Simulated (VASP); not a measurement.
Wanted: the native input for a VASP 6.6.1 run.

```yaml
Task: single point
Functional: HSE(alpha, omega)
Potentials_or_basis: VASP PAW PBE potentials, release 64 (Ga_d, N)
Cutoff: 520 eV
k_mesh: 6 × 6 × 6
Occupations: fermi-dirac, width 0.05 eV
Spin: no spin polarisation
Share_of_exact_exchange: 0.2
Grid_for_exact_exchange_PRECFOCK: Fast
Further_INCAR_settings: ALGO = Normal; EDIFF = 1e-06
```

Crystal: GaN.

```
Ga N
1.0
     0.00000    2.13524    2.13524
     2.13524    0.00000    2.13524
     2.13524    2.13524    0.00000
Ga N
1 1
Direct
  0.00000 0.00000 0.00000
  0.50000 0.50000 0.50000
```

Measurements of this composition are mostly on another form, of space group No. 186.

One way to write it, as run:

POSCAR

```
GaN
1.0
    0.0000000000      2.1352350000      2.1352350000
    2.1352350000      0.0000000000      2.1352350000
    2.1352350000      2.1352350000      0.0000000000
Ga N
1 1
Direct
    0.0000000000      0.0000000000      0.0000000000
    0.5000000000      0.5000000000      0.5000000000
```

INCAR.step1

```
  ALGO = Normal
  EDIFF = 1E-5
  ENCUT = 520
  GGA = PE
  ISIF = 2
  ISMEAR = -1
  LASPH = T
  LCHARG = F
  LREAL = F
  LWAVE = T
  NELM = 80
  PREC = Accurate
  SIGMA = 0.05
```

INCAR.step2

```
  AEXX = 0.2
  ALGO = Normal
  EDIFF = 1E-6
  ENCUT = 520
  GGA = PE
  HFSCREEN = 0.2
  ISIF = 2
  ISMEAR = -1
  ISTART = 1
  LASPH = T
  LCHARG = F
  LHFCALC = T
  LREAL = F
  LWAVE = F
  NELM = 80
  PREC = Accurate
  PRECFOCK = Fast
  SIGMA = 0.05
```

KPOINTS

```
k-points
0
Gamma
  6 6 6
```

Potentials or basis: VASP PAW PBE potentials, release 64 (Ga_d, N).

Run with:

```bash
$ cat potpaw_PBE.64/Ga_d/POTCAR potpaw_PBE.64/N/POTCAR > POTCAR
$ cp INCAR.step1 INCAR
$ mpirun -np 1 vasp_std > vasp.out
$ cp INCAR.step2 INCAR
$ mpirun -np 1 vasp_std > vasp.out
```

It gave:

```json
{"Pressure": "-7.2 GPa", "Band gap on the k mesh": "1.36 eV, indirect (least direct gap 3.38 eV)"}
```

Caveat: the k mesh is coarse (spacing up to 0.42 Å⁻¹), so the values aren't converged, least of all with exact exchange; the PAW data sets were made with another functional, which shifts forces and pressure a little.

Run time: 5.8 min on 1 thread of Intel(R) Xeon(R) Platinum 8488C (Sapphire Rapids), with other jobs on the host, peak memory 0.25 GiB.
